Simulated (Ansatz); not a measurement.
Level of theory: DFT PBE, scalar-relativistic, plane waves, PAW (Ansatz). Settings: cutoff 420 eV, Γ-centred meshes spaced at most about 0.3 Å⁻¹ (2π included), Gaussian smearing. No spin polarisation.

All energies are static (0 K, no zero-point motion).

Two relaxed structures of MoS₂:

A.

```
CELL_PARAMETERS angstrom
3.18507 0.00000 0.00000
-1.59253 2.75835 0.00000
0.00000 0.00000 14.80798
ATOMIC_POSITIONS crystal
Mo 0.66667 0.33333 0.25000
Mo 0.33333 0.66667 0.75000
S 0.66667 0.33333 0.64448
S 0.33333 0.66667 0.35552
S 0.66667 0.33333 0.85552
S 0.33333 0.66667 0.14448
```

B.

```
CELL_PARAMETERS angstrom
3.18456 0.00000 0.00000
-1.59228 2.75791 0.00000
0.00000 0.00000 17.33464
ATOMIC_POSITIONS crystal
Mo 0.00000 0.00000 0.00000
S 0.33333 0.66667 0.09015
S 0.33333 0.66667 0.90985
```

Question: Which form is favoured at zero pressure, and by what margin per atom?

Answer: They are level within the accuracy (2 meV/atom apart, with A the lower in these runs). A has the 2H molybdenite type, space group P6_3/mmc (No. 194), 21.7 Å³/atom and a gap of 1.45 eV on its mesh; B has space group P-6m2 (No. 187), 50.7 Å³/atom and a gap of 1.66 eV. In A, Mo is surrounded by 6 S at 2.41 Å; S is surrounded by 3 Mo at 2.41 Å. In B, Mo is surrounded by 6 S at 2.41 Å; S is surrounded by 3 Mo at 2.41 Å. Origin: A and B, each reached from a Materials Project cell. Checks on A: no imaginary mode on a 3×3×1 q mesh. Checks on B: no imaginary mode on a 3×3×1 q mesh.

No dispersion correction is applied, so the spacing and binding between layers, chains or molecules are poorly described (P6_3/mmc, P-6m2), and this can change margins and order among such cells. Kohn–Sham gaps at this level usually fall short of measured ones.

B is in effect an isolated MoS₂ monolayer, its large volume per atom being mostly vacuum, so the 2 meV/atom compares stacked with separated layers rather than two competing bulk polymorphs. The layer itself barely changes: Mo–S stays at 2.41 Å and the in-plane cell is nearly identical, because the strong bonding lies within the S–Mo–S sandwich. In both, trigonal-prismatic Mo(IV) has a filled, mainly d_z² band, which accounts for the semiconducting character.

Real molybdenite is clearly bound against exfoliation and has a markedly shorter c axis than the 14.80798 Å found here; the near-degeneracy reflects missing van der Waals attraction. The smaller gap of A fits residual coupling between S p_z and Mo d_z² states on adjacent layers, which raises the valence band at Γ. At the true spacing this coupling would be stronger, which probably explains why 1.45 eV lies above the measured indirect gap of the bulk instead of below it. The contrast between the two gaps is therefore likely understated.
